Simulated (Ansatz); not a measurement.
# Property card for TiAl$_{3}$

Level of theory: DFT r2SCAN, scalar-relativistic, plane waves, PAW in Ansatz 0.2.0.

Settings: cutoff 500 eV, Γ-centred mesh 10×10×10 on the computed 4-atom cell, Gaussian smearing of 0.10 eV; no spin polarisation.

The structure is relaxed at this level of theory with its symmetry kept. This form isn't the usual stable structure of the compound.

```cif
data_structure
_symmetry_space_group_name_H-M 'Pm-3m'
_symmetry_Int_Tables_number 221
_cell_length_a 3.9557
_cell_length_b 3.9557
_cell_length_c 3.9557
_cell_angle_alpha 90.000
_cell_angle_beta 90.000
_cell_angle_gamma 90.000
_cell_volume 61.90
loop_
_atom_site_label
_atom_site_type_symbol
_atom_site_symmetry_multiplicity
_atom_site_Wyckoff_symbol
_atom_site_fract_x
_atom_site_fract_y
_atom_site_fract_z
_atom_site_occupancy
Ti1 Ti 1 a 0.00000 0.00000 0.00000 1
Al1 Al 3 c 0.50000 0.50000 0.00000 1
```

- Space group: Pm-3m (No. 221)
- Volume per atom: 15.47 Å³
- Formation energy from the elements' standard states (uncorrected): -0.412 eV/atom
- Generalised Kohn–Sham band gap: none (metal)
- Density of states at the Fermi level: 2.14 states/eV per cell
- Löwdin character within 0.5 eV of the Fermi level: Ti 3d 58 %, Al 3p 25 %, Al 3s 7 %, unprojected 6 %
- Bulk modulus: 116 GPa
- Its pressure derivative: 4.0
- Bader charges (e): Ti (1 in the cell) 0.87, Al (3 in the cell) -0.29